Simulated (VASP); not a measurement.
# W (Im-3m) in VASP: notebook

One crystal, W, is run at these levels: PBE; tasks: single point.

All numbers are computed with VASP 6.6.1; they aren't measurements. Logs are shortened: lines on timing, memory, paths and dates and some standing lists are left out, and cuts for length are marked.

## Step 1: The structure

It takes space group Im-3m (No. 229, cubic). The conventional cell has a = 3.165 Å, b = 3.165 Å, c = 3.165 Å, α = 90.00°, β = 90.00°, γ = 90.00°. W (site symmetry m-3m) has 8 W at 2.74 Å as nearest neighbours.

## Step 2: Single point, PBE

Input file INCAR:

```
SYSTEM = W
ADDGRID = .False. ; ALGO = Normal
EDIFF = 1E-7 ; ENCUT = 400
GGA = PE ; ISIF = 2
ISMEAR = 1 ; LASPH = .True.
LCHARG = .False. ; LREAL = .False.
LWAVE = .False. ; NELM = 100
PREC = Accurate ; SIGMA = 0.2
```

Input file KPOINTS:

```
k-points
0
Gamma
  9 9 9
  0 0 0
```

Input file POSCAR:

```
W
1.0
   -1.5823450000      1.5823450000      1.5823450000
    1.5823450000     -1.5823450000      1.5823450000
    1.5823450000      1.5823450000     -1.5823450000
W
1
Direct
    0.0000000000      0.0000000000      0.0000000000
```

Potentials or basis: VASP PAW PBE potentials, release 64 (W).

The run is started by

```
$ cat potpaw_PBE.64/W/POTCAR > POTCAR
$ mpirun -np 1 vasp_std > vasp.out
```

OUTCAR:

```text
SYSTEM = W
   EDIFF = 1E-7
   ENCUT = 400
   GGA = PE
   ISIF = 2
   ISMEAR = 1
   LASPH = .True.
   LREAL = .False.
   NELM = 100
   PREC = Accurate

 Found     35 irreducible k-points:

 Following reciprocal coordinates:
            Coordinates               Weight
  0.000000  0.000000  0.000000      1.000000
  0.111111  0.000000  0.000000     12.000000
  0.222222  0.000000  0.000000     12.000000
  0.333333  0.000000  0.000000     12.000000
  0.444444  0.000000  0.000000     12.000000
  0.111111  0.111111  0.000000     24.000000
   k-points           NKPTS =     35   k-points in BZ     NKDIM =     35   number of bands    NBANDS=      7
   number of dos      NEDOS =    301   number of ions     NIONS =      1
   total plane-waves  NPLWV =   5832
   dimension x,y,z NGX =    18 NGY =   18 NGZ =   18
   dimension x,y,z NGXF=    36 NGYF=   36 NGZF=   36
   ions per type =               1
   NGX,Y,Z   is equivalent  to a cutoff of  10.92, 10.92, 10.92 a.u.
   NGXF,Y,Z  is equivalent  to a cutoff of  21.84, 21.84, 21.84 a.u.
 SYSTEM =  W
   PREC   = accura    normal or accurate (medium, high low for compatibility)
   ISTART =      0    job   : 0-new  1-cont  2-samecut
   ICHARG =      2    charge: 1-file 2-atom 10-const
   ISPIN  =      1    spin polarized calculation?
   LNONCOLLINEAR =      F non collinear calculations
   LSORBIT =      F    spin-orbit coupling
   LASPH  =      T    aspherical Exc in radial PAW
   ENCUT  =  400.0 eV  29.40 Ry    5.42 a.u.   4.47  4.47  4.47*2*pi/ulx,y,z
   NELM   =    100;   NELMIN=  2; NELMDL= -5     # of ELM steps
   EDIFF  = 0.1E-06   stopping-criterion for ELM
   LREAL  =      F    real-space projection
   EDIFFG = 0.1E-05   stopping-criterion for IOM
   NSW    =      0    number of steps for IOM
   IBRION =     -1    ionic relax: 0-MD 1-quasi-New 2-CG
   NFREE  =      0    steps in history (QN), initial steepest desc. (CG)
   ISIF   =      2    stress and relaxation
   ISYM   =      2    0-nonsym 1-usesym 2-fastsym
   POTIM  = 0.5000    time-step for ionic-motion
   TEBEG  =    0.0;   TEEND  =   0.0 temperature during run
   PSTRESS=    0.0 pullay stress
   NELECT =       6.0000    total number of electrons
   NUPDOWN=      -1.0000    fix difference up-down
   EMIN   =  10.00;   EMAX   =-10.00  energy-range for DOS
   EFERMI =   0.00;   METHOD = LEGACY
   ISMEAR =     1;   SIGMA  =   0.20  broadening in eV -4-tet -1-fermi 0-gaus
   EFERMI_NEDOS =   21; number of points for ismear=-14 and -15
   IALGO  =     38    algorithm
   IMIX   =      4    mixing-type and parameters
     AMIX     =   0.40;   BMIX     =  1.00
     AMIX_MAG =   1.60;   BMIX_MAG =  1.00
  volume/ion in A,a.u.               =      15.85       106.94
  Fermi-wavevector in a.u.,A,eV,Ry     =   1.184325  2.238049 19.083867  1.402625
  Thomas-Fermi vector in A             =   2.320541
   LORBIT       =      0    0 simple, 1 ext, 2 COOP (PROOUT), +10 PAW based schemes
   GGA     = PE    functional components
   LHFCALC =     F    Hartree Fock is set to
   AEXX    =    0.0000 exact exchange contribution
   IVDW    =     0    specifies the selected vdW correction
   LEPSILON=     F    determine dielectric tensor
   LRPA    =     F    only Hartree local field effects (RPA)
 non-spin polarized calculation
 Methfessel and Paxton  Order N= 1 SIGMA  =   0.20
  energy-cutoff  :      400.00
  volume of cell :       15.85
 maximum number of plane-waves:       321
 NGX is ok and might be reduce to    18
   NGX =  9   NGY =  9   NGZ =  9

 number of electron       6.0000000 magnetization

 Free energy of the ion-electron system (eV)
  ---------------------------------------------------
  ext. energy  EPLUGINS =         0.00000000
  ---------------------------------------------------
  free energy    TOTEN  =       -13.03291540 eV

  energy without entropy =      -13.02756915  energy(sigma->0) =      -13.03113331

 E-fermi :   7.8797     XC(G=0): -13.1431

 val. band max:        7.5671522653   @ k =   0.4444   0.1111   0.0000
 cond. band min:       7.9009779366   @ k =  -0.3333   0.3333   0.2222
 fundamental gap:      0.3338256713
 Fermi energy:         7.8797412742

 k-point     1 :       0.0000    0.0000    0.0000
  band No.  band energies     occupation
      1      -1.7963      2.00000
      2       6.5724      2.00000
      3       6.5724      2.00000
      4       6.5724      2.00000
      5      10.0502     -0.00000
      6      10.0502     -0.00000
      7      23.0481      0.00000

 k-point     2 :       0.1111    0.0000    0.0000
  band No.  band energies     occupation
      1      -1.2271      2.00000
      2       6.2322      2.00000
      3       6.4697      2.00000
      4       7.1481      2.00000
      5       9.5961     -0.00000
      6      10.0660     -0.00000
      7      23.4868      0.00000

 k-point     3 :       0.2222    0.0000    0.0000
  band No.  band energies     occupation
      1       0.2040      2.00000
      2       5.4714      2.00000
      3       6.0367      2.00000
      4       8.7949     -0.00000
      5       9.3591     -0.00000
      6      10.1912     -0.00000
      7      23.4756      0.00000

 k-point     4 :       0.3333    0.0000    0.0000
  band No.  band energies     occupation
      1       1.4067      2.00000
      2       4.7328      2.00000
      3       6.3439      2.00000
      4       9.7978     -0.00000
      5      10.5085     -0.00000
      6      11.2141     -0.00000
      7      21.5452      0.00000

 k-point     5 :       0.4444    0.0000    0.0000
  band No.  band energies     occupation
      1       1.5732      2.00000
      2       4.3035      2.00000
      3       8.0543     -0.01271
      4      10.0214     -0.00000
      5      10.8562     -0.00000
      6      13.5065      0.00000
      7      19.3172      0.00000

 k-point     6 :       0.1111    0.1111    0.0000
  band No.  band energies     occupation
      1      -0.1970      2.00000
      2       5.8313      2.00000
      3       5.9427      2.00000
      4       8.3727     -0.00271
      5       9.1039     -0.00000
      6      10.3103     -0.00000
      7      24.2709      0.00000

 [... further k-points ...]

------------------------ aborting loop because EDIFF is reached ----------------------------------------

  FORCE on cell =-STRESS in cart. coord.  units (eV):
  Direction    XX          YY          ZZ          XY          YZ          ZX
  --------------------------------------------------------------------------------------
  -------------------------------------------------------------------------------------
  Total        0.1778519      0.1778519      0.1778519      0.0000000      0.0000000     -0.0000000
  in kB       17.9806570     17.9806570     17.9806570      0.0000000      0.0000000     -0.0000000
  external PRESSURE =      17.9806570 kB  Pullay stress =       0.0000000 kB

 VOLUME and BASIS-vectors are now :
 -----------------------------------------------------------------------------
  energy-cutoff  :      400.00
  volume of cell :       15.85
      direct lattice vectors                 reciprocal lattice vectors
    -1.582345000  1.582345000  1.582345000     0.000000000  0.315986716  0.315986716
     1.582345000 -1.582345000  1.582345000     0.315986716  0.000000000  0.315986716
     1.582345000  1.582345000 -1.582345000     0.315986716  0.315986716  0.000000000

 POSITION                                       TOTAL-FORCE (eV/Angst)
 -----------------------------------------------------------------------------------
      0.00000      0.00000      0.00000        -0.000000      0.000000      0.000000
 -----------------------------------------------------------------------------------
    total drift:                                0.000000     -0.000000      0.000000

  FREE ENERGIE OF THE ION-ELECTRON SYSTEM (eV)
  ---------------------------------------------------
  free  energy   TOTEN  =       -13.0329153951 eV

  energy  without entropy=      -13.0275691478  energy(sigma->0) =      -13.03113331
```

Wall time 2.3 s (1 thread of AMD EPYC 9R45 (Zen 5), shared host); peak memory 0.08 GiB.

These settings aren't checked as converged: the numbers below hold their error.

What came out:

- Free energy: -13.0329 eV
- Pressure: 1.8 GPa
- Band gap on the k mesh: none (metal or under the smearing width)

## Step 3: Single point, PBE

INCAR, as its differences from that of step 2:

```diff
@@ -2,3 +2,3 @@
 ADDGRID = .False. ; ALGO = Normal
-EDIFF = 1E-7 ; ENCUT = 400
+EDIFF = 1E-7 ; ENCUT = 280
 GGA = PE ; ISIF = 2
```

Input file KPOINTS:

```
k-points
0
Gamma
  11 11 11
  0 0 0
```

POSCAR is that of step 2.

Potentials or basis: VASP PAW PBE potentials, release 64 (W).

The run is started by

```
$ cat potpaw_PBE.64/W/POTCAR > POTCAR
$ mpirun -np 1 vasp_std > vasp.out
```

Wall time 2.2 s (1 thread of AMD EPYC 9R45 (Zen 5), shared host); peak memory 0.08 GiB.

The run converged, but some of its settings lie outside the range that counts as converged, so its numbers aren't taken as properties of the crystal.

What came out:

* Free energy: -12.9898 eV
* Pressure: 1.5 GPa
* Band gap on the k mesh: none (metal or under the smearing width)

Caveat: the cutoff is under 1.25 times the usual one of these potentials, so pressure, stress and relaxed cells hold a basis-set (Pulay) error.

## Step 4: Single point, PBE

INCAR, as its differences from that of step 3:

```diff
@@ -2,3 +2,3 @@
 ADDGRID = .False. ; ALGO = Normal
-EDIFF = 1E-7 ; ENCUT = 280
+EDIFF = 1E-7 ; ENCUT = 460
 GGA = PE ; ISIF = 2
```

Input file KPOINTS:

```
k-points
0
Gamma
  9 9 9
  0 0 0
```

POSCAR is that of step 3.

Potentials or basis: VASP PAW PBE potentials, release 64 (W).

The run is started by

```
$ cat potpaw_PBE.64/W/POTCAR > POTCAR
$ mpirun -np 1 vasp_std > vasp.out
```

OUTCAR:

```text
SYSTEM = W
   EDIFF = 1E-7
   ENCUT = 460
   GGA = PE
   ISIF = 2
   ISMEAR = 1
   LASPH = .True.
   LREAL = .False.
   NELM = 100
   PREC = Accurate

 Found     35 irreducible k-points:

 Following reciprocal coordinates:
            Coordinates               Weight
  0.000000  0.000000  0.000000      1.000000
  0.111111  0.000000  0.000000     12.000000
  0.222222  0.000000  0.000000     12.000000
  0.333333  0.000000  0.000000     12.000000
  0.444444  0.000000  0.000000     12.000000
  0.111111  0.111111  0.000000     24.000000
   k-points           NKPTS =     35   k-points in BZ     NKDIM =     35   number of bands    NBANDS=      7
   number of dos      NEDOS =    301   number of ions     NIONS =      1
   total plane-waves  NPLWV =   8000
   dimension x,y,z NGX =    20 NGY =   20 NGZ =   20
   dimension x,y,z NGXF=    40 NGYF=   40 NGZF=   40
   ions per type =               1
   NGX,Y,Z   is equivalent  to a cutoff of  12.13, 12.13, 12.13 a.u.
   NGXF,Y,Z  is equivalent  to a cutoff of  24.26, 24.26, 24.26 a.u.
 SYSTEM =  W
   PREC   = accura    normal or accurate (medium, high low for compatibility)
   ISTART =      0    job   : 0-new  1-cont  2-samecut
   ICHARG =      2    charge: 1-file 2-atom 10-const
   ISPIN  =      1    spin polarized calculation?
   LNONCOLLINEAR =      F non collinear calculations
   LSORBIT =      F    spin-orbit coupling
   LASPH  =      T    aspherical Exc in radial PAW
[... 59 lines left out ...]
  band No.  band energies     occupation
      1      -1.7964      2.00000
      2       6.5724      2.00000
      3       6.5724      2.00000
      4       6.5724      2.00000
      5      10.0503     -0.00000
      6      10.0503     -0.00000
      7      23.0480      0.00000
[... 41 lines left out ...]
 k-point     6 :       0.1111    0.1111    0.0000
  band No.  band energies     occupation
      1      -0.1972      2.00000
      2       5.8312      2.00000
      3       5.9426      2.00000
      4       8.3726     -0.00271
      5       9.1038     -0.00000
      6      10.3102     -0.00000
      7      24.2707      0.00000

 [... further k-points ...]

------------------------ aborting loop because EDIFF is reached ----------------------------------------

  FORCE on cell =-STRESS in cart. coord.  units (eV):
  Direction    XX          YY          ZZ          XY          YZ          ZX
  --------------------------------------------------------------------------------------
  -------------------------------------------------------------------------------------
  Total        0.1822104      0.1822104      0.1822104     -0.0000000      0.0000000     -0.0000000
  in kB       18.4212993     18.4212993     18.4212993     -0.0000000      0.0000000     -0.0000000
  external PRESSURE =      18.4212993 kB  Pullay stress =       0.0000000 kB

 VOLUME and BASIS-vectors are now :
 -----------------------------------------------------------------------------
  energy-cutoff  :      460.00
  volume of cell :       15.85
      direct lattice vectors                 reciprocal lattice vectors
    -1.582345000  1.582345000  1.582345000     0.000000000  0.315986716  0.315986716
     1.582345000 -1.582345000  1.582345000     0.315986716  0.000000000  0.315986716
     1.582345000  1.582345000 -1.582345000     0.315986716  0.315986716  0.000000000

 POSITION                                       TOTAL-FORCE (eV/Angst)
 -----------------------------------------------------------------------------------
      0.00000      0.00000      0.00000        -0.000000     -0.000000      0.000000
 -----------------------------------------------------------------------------------
    total drift:                               -0.000000     -0.000000      0.000000

  FREE ENERGIE OF THE ION-ELECTRON SYSTEM (eV)
  ---------------------------------------------------
  free  energy   TOTEN  =       -13.0332642942 eV

  energy  without entropy=      -13.0279168619  energy(sigma->0) =      -13.03148182
```

Run time: 2.6 s. Hardware: 1 thread of AMD EPYC 9R45 (Zen 5), shared host; peak memory 0.09 GiB.

The run converged, but some of its settings lie outside the range that counts as converged, so its numbers aren't taken as properties of the crystal.

What came out:

| Property | Result |
| --- | --- |
| Free energy | -13.0333 eV |
| Pressure | 1.8 GPa |
| Band gap on the k mesh | none (metal or under the smearing width) |

## Step 5: The reference run

An earlier run on the cell as given: functional PBE; potentials or basis VASP PAW PBE potentials, release 64 (W_sv); cutoff 520 eV; k mesh 12 × 12 × 12; occupations fermi-dirac, width 0.05 eV; no spin polarisation.

- Pressure: 6.4 GPa
- Band gap on the k mesh: none (metal or under the smearing width)
